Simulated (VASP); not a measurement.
Input of a VASP 6.6.1 run:

File INCAR:

```
SYSTEM = KF
PREC = Accurate
ENCUT = 520
EDIFF = 1E-8
ISMEAR = 0
SIGMA = 0.01
LREAL = .False.
LASPH = .True.
NELM = 100
ALGO = Normal
ISIF = 2
LWAVE = .False.
LCHARG = .False.
GGA = PE
LEPSILON = .True.
```

KPOINTS

```
regular mesh
0
Gamma
  6 6 6
  0 0 0
```

The input POSCAR:

```
KF
1.0
    0.0000000000      2.6718500000      2.6718500000
    2.6718500000      0.0000000000      2.6718500000
    2.6718500000      2.6718500000      0.0000000000
K F
1 1
Direct
    0.0000000000      0.0000000000      0.0000000000
    0.5000000000      0.5000000000      0.5000000000
```

Potentials or basis: VASP PAW PBE potentials, release 64 (K_sv, F).

The run is started by

```console
$ cat potpaw_PBE.64/K_sv/POTCAR potpaw_PBE.64/F/POTCAR > POTCAR
$ mpirun -np 1 vasp_std > vasp.out
```

Q: Predict the electronic dielectric tensor (diagonal).

A: 1.98.

Q: Predict the Born charges (mean of the diagonal).

A: K +1.14; F -1.14 e.

Q: Predict the band gap on the k mesh.

A: 6.17 eV, direct.

Born effective charge tensors (e):
atom 1, K
```
1.14 0.00 0.00
0.00 1.14 0.00
0.00 0.00 1.14
```
atom 2, F
```
-1.14  0.00  0.00
 0.00 -1.14  0.00
 0.00  0.00 -1.14
```

As with any semilocal functional, this PBE gap is likely too small.
